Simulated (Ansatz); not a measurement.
**Ba: stationary points along a deformation path**

Level of theory: DFT PBE, scalar-relativistic, plane waves, PAW in Ansatz 0.2.0. The runs took a 420 eV cutoff, a Γ-centred 16×16×16 mesh and Gaussian smearing (0.15 eV). No spin polarisation. Energies are free energies at this smearing, counted from the undisturbed cell; pressure is positive in compression.

Zero of the scan (as given, not relaxed at this level; it stands at 0.1 GPa):

```
Ba
1.0
    -2.50000    2.50000    2.50000
     2.50000   -2.50000    2.50000
     2.50000    2.50000   -2.50000
Ba
1
Direct
  0.00000 0.00000 0.00000
```

At fixed volume and fractional coordinates, lengths along (0.000, 0.000, 1.000) are scaled against those across it; ρ is that ratio over its starting value. V = 62.500 Å³/atom. Δσ is the stress along the axis less the mean stress across it (compression positive).

```
    ρ  ΔE (meV/atom)  Δσ (GPa) space group
0.650          270.9      6.58       I4/mmm
0.707          150.1      4.51       I4/mmm
0.780           62.0      2.47       I4/mmm
0.850           21.9      1.21       I4/mmm
0.920            5.0      0.49       I4/mmm
0.960            1.1      0.22       I4/mmm
1.000            0.0      0.00        Im-3m
1.050            1.3     -0.19       I4/mmm
1.100            4.4     -0.30       I4/mmm
1.200           11.9     -0.31       I4/mmm
1.300           15.8     -0.06       I4/mmm
1.414           15.8      0.00        Fm-3m
1.500           17.2     -0.23       I4/mmm
```

Question: How does the stress give the slope of the energy, and where is the energy stationary?

Answer: Along the path d ln(length) is 2/3 d ln ρ on the axis and −1/3 d ln ρ across it, so dE/d ln ρ = −(2/3) V Δσ: the energy falls with ρ where Δσ is positive. Δσ vanishes or changes sign at ρ = 1.000 (Im-3m), a minimum at 0.0 meV/atom; at ρ = 1.414 (Fm-3m), a stationary point at 15.8 meV/atom. Pairs of stationary points between two samples would go unseen, and could change a minimum read from distant neighbours into a maximum. At ρ = 1.000, 1.414 the cell is cubic, where symmetry alone makes the stress isotropic and the slope zero.

Question: Which shear constant sets the curvature at ρ = 1?

Answer: For a cubic crystal E/V = (2/3) C (ln ρ)² with C = C′ = (C11 − C12)/2, so Δσ = −2C ln ρ. The parabola of Δσ against ln ρ through ρ = 0.960, 1 and 1.050 gives C ≈ 2.3 GPa with the ions clamped, rough because the steps are large.

Question: Integrate that slope from ρ = 1 to 0.850 by the trapezoid rule.

Answer: With V/N in Å³ and 1 eV/Å³ = 160.2 GPa the slopes at ρ = 1.000, 0.960, 0.920, 0.850 are 0, -56, -128, -313 meV/atom per unit of ln ρ. The steps add 1.2 + 3.9 + 17.5 = 22.6 meV/atom, against 21.9 from the energies; the trapezoid rule misses the curvature of the slope within each step.

In a metal these slopes depend on the k mesh and the smearing.